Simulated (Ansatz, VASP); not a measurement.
## One calculation of NbAs, two programs

```
Nb As
1.0
     0.00000    2.58422    2.58422
     2.58422    0.00000    2.58422
     2.58422    2.58422    0.00000
Nb As
1 1
Direct
  0.00000 0.00000 0.00000
  0.50000 0.50000 0.50000
```

Change from the starting cell: volume scaled by 0.9405.

Alike in both runs: task single point; functional PBE; k mesh 11 × 11 × 11; occupations fermi-dirac, width 0.05 eV; no spin polarisation.

|  | VASP | Ansatz |
| --- | --- | --- |
| version | VASP 6.6.1 | Ansatz 0.2.0 |
| potentials or method | VASP PAW PBE potentials, release 64 (Nb_sv, As), cutoff 520 eV | all-electron LAPW, scalar-relativistic |

```tsv
	VASP	Ansatz	Ansatz less VASP
pressure (GPa)	10.2	10.1	-0.10
```

Ansatz ran all-electron here, so the differences hold the error of VASP's frozen core and of both bases.
